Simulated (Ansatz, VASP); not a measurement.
Two plane-wave programs on TePb

File INCAR:

```
SYSTEM = TePb
  PREC = Accurate
  ENCUT = 520
  EDIFF = 1E-7
  ISMEAR = 0
  SIGMA = 0.05
  LREAL = .FALSE.
  LASPH = .TRUE.
  NELM = 100
  ALGO = Normal
  ISIF = 2
  LWAVE = .FALSE.
  LCHARG = .TRUE.
  GGA = PS
  LELF = .TRUE.
  LVHAR = .TRUE.
  NBANDS = 17
```

KPOINTS

```
Automatic mesh
0
G
  8 8 8
  0 0 0
```

POSCAR

```
TePb
1.0
    0.0000000000      2.9567720755      3.8438036981
    2.9567720755      0.0000000000      3.8438036981
    2.9567720755      2.9567720755      0.0000000000
Te Pb
1 1
Direct
    0.5000000000      0.5000000000      0.5000000000
    0.0000000000      0.0000000000      0.0000000000
```

Input for Ansatz:

```yaml
crystal:
  lattice:
    - [0.0, 2.9567720755, 3.8438036981]
    - [2.9567720755, 0.0, 3.8438036981]
    - [2.9567720755, 2.9567720755, 0.0]
  atoms:
    - { symbol: Te, position: [0.5, 0.5, 0.5] }
    - { symbol: Pb, position: [0.0, 0.0, 0.0] }
basis:
  ecutwfc: 420
kpoints:
  mp_grid: { grid: [8, 8, 8] }
hamiltonian:
  xc: pbesol
scf:
  occupations: { method: gaussian, width: 0.05 }
output:
  forces: true
  stress: true
  eigenvalues: true
```

Alike in both runs: task single point; functional PBEsol; k mesh 8 × 8 × 8; occupations gaussian, width 0.05 eV; no spin polarisation.

|  | VASP | Ansatz |
| --- | --- | --- |
| version | VASP 6.6.1 | Ansatz 0.2.0 |
| potentials or method | VASP PAW PBE potentials, release 64 (Te, Pb_d) | scalar-relativistic, plane waves, PAW |
| plane-wave cutoff (eV) | 520 | 420 |
| valence electrons in the cell | 20 | 30 |

```csv
,VASP,Ansatz,Ansatz less VASP
gap on the k mesh at the Fermi level (eV),none,none,-
pressure (GPa),7.1,7.1,+0.01
largest component of the traceless stress (GPa),12.66,12.62,-0.041
```

A gap of «none» marks a metal or a gap that the smearing closes. The functional is the same, so the differences come from potentials, cutoffs and numerics. The two sets of potentials don't hold the same shells in valence.

Caveats: the PAW data sets were made with another functional, which shifts forces and pressure a little (VASP). Spin-orbit coupling is left out, which matters for the levels of Pb, Te.
